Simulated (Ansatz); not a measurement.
# Zn4HSe4: the cost of one run

Program: Ansatz 0.2.0. Level of theory: DFT PBEsol, scalar-relativistic, plane waves, PAW. These are calculated values, not measurements.

2 further runs of the same task are left out: 2 set aside as unsound or not needed.

## 1. The system as given

It takes space group P4/nmm (No. 129, tetragonal). The conventional cell has a = 4.026 Å, b = 4.026 Å, c = 5.541 Å, α = 90.00°, β = 90.00°, γ = 90.00°. Zn (site symmetry -4m2) is surrounded by 4 Se at 2.50 Å and 4 Zn at 2.85 Å. Se (site symmetry 4mm) is surrounded by 4 Zn at 2.50 Å.

As a file:

```
CELL_PARAMETERS angstrom
4.02564 0.00000 0.00000
0.00000 4.02564 0.00000
0.00000 0.00000 5.54062
ATOMIC_POSITIONS crystal
Zn 0.00000 0.00000 0.00000
Zn 0.50000 0.50000 0.00000
Se 0.00000 0.50000 0.26768
Se 0.50000 0.00000 0.73232
```

It goes back to an entry of the Materials Project, which need not be the stable form.

This cell was relaxed beforehand with the same method: volume 22.45 Å³/atom, gap on the mesh 1.72 eV.

## 2. What is varied

Atoms count from 1 in the order of the input.

A guest moved over a lattice plane through the rigid host; the plane is (1 0 1) of the conventional cell, half-way across the widest gap between atomic layers, origin above Zn3.

First coordinate, place of H9 along a1: 6 values from 0.000 to 0.833, periodic. Second coordinate, place of H9 along a2: 6 values from 0.000 to 0.833, periodic.

Nothing else is relaxed (host rigid, guest held in the plane). Points are written as (first, second).

The two vectors of the plane (Å): (-4.026, 0.000, 5.541); (0.000, -4.026, 0.000).

## 3. Point (0/6, 3/6) of the map's two axes

Input file input.yaml:

```yaml
crystal:
  lattice:
    - [-4.0256375597, -4.0256375597, 0.0]
    - [-4.0256375597, 4.0256375597, 0.0]
    - [4.0256375597, 0.0, -5.5406228226]
  atoms:
    - { symbol: Zn, position: [0.5, 0.5, 0.0] }
    - { symbol: Zn, position: [0.0, 0.0, 0.0] }
    - { symbol: Zn, position: [0.0, 0.5, 0.0] }
    - { symbol: Zn, position: [0.5, 0.0, 0.0] }
    - { symbol: Se, position: [0.1161581573, 0.6161581573, 0.7323163146] }
    - { symbol: Se, position: [0.6161581573, 0.1161581573, 0.7323163146] }
    - { symbol: Se, position: [0.8838418427, 0.8838418427, 0.2676836854] }
    - { symbol: Se, position: [0.3838418427, 0.3838418427, 0.2676836854] }
    - { symbol: H, position: [0.1249704377, 0.1249704377, -0.0863972203] }
total_charge: 1
basis:
  ecutwfc: 420
kpoints:
  mp_grid: { grid: [6, 6, 6] }
hamiltonian:
  xc: pbesol
  pseudopotentials: { kind: paw, azcp: { folder: soft_1 } }
scf:
  occupations: { method: gaussian, width: 0.05 }
output:
  forces: true
  stress: true
  eigenvalues: true
  write_density: true
  write_potential: true
  elf: true
  volumetric_format: npy
```

Launch:

```
> ansatz run input.yaml --threads 4 --pin off --max-ram 8192MiB --backend cpu --events-out ev --progress --plain --runs-dir out
```

**Question.** How long does this run take on 4 threads of Arm Neoverse V2, shared host, and how much memory does it need?

About 32 s, with a peak of 0.91 GiB.
